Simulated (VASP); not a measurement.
Set up this calculation in VASP 6.6.1, as the native input.

```yaml
Task: single point
Functional: PBE
Dispersion: D3(BJ)
Potentials_or_basis: VASP PAW PBE potentials, release 64 (Tl_d, Cl)
Cutoff: 520 eV
k_mesh: 6 × 6 × 6
Occupations: gaussian, width 0.1 eV
Spin: no spin polarisation
Dipole_correction: no
Further_INCAR_settings: ALGO = Fast; EDIFF = 1e-07; NBANDS = 17
```

The structure of TlCl lies in POSCAR:

```
TlCl
1.0
    3.8340000000      0.0000000000      0.0000000000
    0.0000000000      3.8340000000      0.0000000000
    0.0000000000      0.0000000000      3.8340000000
Tl Cl
1 1
Direct
    0.0000000000      0.0000000000      0.0000000000
    0.5000000000      0.5000000000      0.5000000000
```

The input as run:

INCAR

```
PREC = Accurate
ENCUT = 520
EDIFF = 1E-7
ISMEAR = 0
SIGMA = 0.1
LREAL = F
LASPH = T
NELM = 100
ALGO = Fast
ISIF = 2
LWAVE = F
LCHARG = F
GGA = PE
IVDW = 12
NBANDS = 17
```

KPOINTS

```
Automatic mesh
0
Gamma
  6 6 6
```

Potentials or basis: VASP PAW PBE potentials, release 64 (Tl_d, Cl).

The run is started by

```sh
$ cat potpaw_PBE.64/Tl_d/POTCAR potpaw_PBE.64/Cl/POTCAR > POTCAR
$ mpirun -np 1 vasp_std > vasp.out
```

It gave:

```json
{
  "Pressure": "0.4 GPa",
  "Band gap on the k mesh": "2.08 eV, direct",
  "Dispersion energy per atom": "-0.255 eV"
}
```

Caveat: spin-orbit coupling is left out, which as a rule narrows the gap of such compounds by several tenths of an eV.

Run time: 16 s on 1 thread of Intel(R) Xeon(R) Platinum 8375C CPU @ 2.90GHz (Ice Lake), on a shared host, peak memory 0.18 GiB.
